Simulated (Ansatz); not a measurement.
**Sb (Antimony): properties at the relaxed cell**

The task here is to estimate one member of a computed series from the others.

Method: DFT PBE, scalar-relativistic, plane waves, PAW, in Ansatz 0.2.0.

1 further run of the same task is left out (set aside as unsound or not needed).

### Starting point

The structure is cubic, space group Pm-3m (No. 221). Conventional cell: a = 3.110 Å, b = 3.110 Å, c = 3.110 Å, α = 90.00°, β = 90.00°, γ = 90.00°. Sb (site symmetry m-3m) is surrounded by 6 Sb at 3.11 Å.

Structure file:

```cif
data_structure
_symmetry_space_group_name_H-M 'P 1'
_symmetry_Int_Tables_number 1
_cell_length_a 3.1105
_cell_length_b 3.1105
_cell_length_c 3.1105
_cell_angle_alpha 90.000
_cell_angle_beta 90.000
_cell_angle_gamma 90.000
_cell_volume 30.09
loop_
_atom_site_label
_atom_site_type_symbol
_atom_site_fract_x
_atom_site_fract_y
_atom_site_fract_z
_atom_site_occupancy
Sb1 Sb 0.00000 0.00000 0.00000 1
```

This cell was relaxed beforehand with the same method: volume 30.09 Å³/atom, gap on the mesh none (metal).

Set-up of the first run:

Input file input.yaml:

```yaml
crystal:
  lattice:
    - [3.110461199, 0.0, 0.0]
    - [0.0, 3.110461199, 0.0]
    - [0.0, 0.0, 3.110461199]
  atoms:
    - { symbol: Sb, position: [0.0, 0.0, 0.0] }
basis:
  ecutwfc: 420
kpoints:
  mp_grid: { grid: [14, 14, 14] }
  band_path:
    path:
      - [[0.0, 0.0, 0.0], [0.0, 0.5, 0.0], [0.5, 0.5, 0.0], [0.0, 0.0, 0.0], [0.5, 0.5, 0.5], [0.0, 0.5, 0.0]]
      - [[0.5, 0.5, 0.5], [0.5, 0.5, 0.0]]
    npoints: 14
hamiltonian:
  xc: pbe
scf:
  occupations: { method: gaussian, width: 0.1 }
  n_extra_bands: 6
output:
  forces: true
  stress: true
  eigenvalues: true
  populations: true
  dos: { projected: true, de: 0.02, nscf_kmesh: { grid: [21, 21, 21] } }
  bader: true
  write_density: true
  write_potential: true
  elf: true
  volumetric_format: npy
```

Run with:

```sh
> ansatz run input.yaml --threads 1 --pin off --max-ram 2560MiB --backend cpu --events-out ev --progress --plain --runs-dir out
```

Steps of the session up to this table: Electronic structure at the relaxed geometry; The cell under PBEsol; Relaxing with LDA; Relaxing with PBE+D3(BJ).

One of the session's tables, all rows but one given; the rest of the session is left out.

It belongs to the step «Relaxed cells side by side». 

| functional | a (Å) | b (Å) | c (Å) | volume (Å³/atom) |
| --- | --- | --- | --- | --- |
| PBE | 3.110 | 3.110 | 3.110 | 30.09 |
| PBEsol | 3.061 | 3.061 | 3.061 | 28.69 |
| LDA | ? | ? | ? | ? |
| PBE+D3(BJ) | 3.061 | 3.061 | 3.061 | 28.69 |

Estimate the missing values for LDA.

**Answer.** a (Å): 3.041; b (Å): 3.041; c (Å): 3.041; volume (Å³/atom): 28.13. In the column «a (Å)» it is the lowest.
